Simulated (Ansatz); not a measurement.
Br under changes of volume

One of the cells (33.988 Å³/atom); the others are scaled copies at fixed shape and fractional positions:

```
CELL_PARAMETERS angstrom
3.36325 -2.32255 0.00000
3.36325 2.32255 0.00000
0.00000 0.00000 8.70230
ATOMIC_POSITIONS crystal
Br 0.36510 0.63490 0.39010
Br 0.13490 0.86510 0.89010
Br 0.63490 0.36510 0.60990
Br 0.86510 0.13490 0.10990
```

```yaml
Program: Ansatz 0.2.0
Functional: LDA
Potentials_or_basis: Ansatz PAW
Cutoff: "420 eV (not typed: the program's choice for these potentials)"
k_mesh: 7 × 7 × 3
Occupations: fermi-dirac, width 0.05 eV
Spin: no spin polarisation
```

| volume (Å³/atom) | energy over the lowest point (meV/atom) | pressure (GPa) | gap on the mesh (eV) | largest force (eV/Å) |
| --- | --- | --- | --- | --- |
| 31.949 | 1.11 | 0.6 | 1.95 | 1.455 |
| 32.629 | 0.00 | -0.1 | 1.88 | 1.182 |
| 33.308 | 1.65 | -0.7 | 1.82 | 0.929 |
| 33.988 | 5.76 | -1.2 | 1.75 | 0.695 |
| 34.668 | 12.04 | -1.7 | 1.70 | 0.480 |
| 35.348 | 20.23 | -2.1 | 1.64 | 0.288 |
| 36.028 | ? | ? | ? | ? |

What does the run at 36.028 Å³/atom give?

Energy over the lowest point 30.12 meV/atom; pressure -2.5 GPa; gap on the mesh 1.58 eV; largest force 0.144 eV/Å.

Worked out: A Birch-Murnaghan fit of order 3 (a polynomial in V^(-2/3)) to the other rows has its minimum at 32.55 Å³/atom with B0 = V·E''(V) = 32 GPa and B' = 4.9 at fixed shape and positions, which overstates the stiffness. It gives 30.12 meV/atom at 36.028 Å³/atom, against the run's 30.12, and -dE/dV = -2.5 GPa, against -2.5. A straight line through the other rows of the gap, of slope -3.05 eV per unit of ln V, extrapolates to 1.58 eV, against the run's 1.58.

Energies are extrapolated to zero smearing.

Caveats: odd divisions of the mesh miss points on the zone boundary, where band edges often lie, so the gap on the mesh can be too wide; the PAW data sets come from PBE, with cores solved anew for the run's functional, which leaves a small shift of forces and pressure; forces of over 1 eV/Å show positions far from the minimum, so gaps and moduli don't describe the material at rest (some runs).

A mesh can miss the band edges. Spin-orbit coupling on Br is left out.
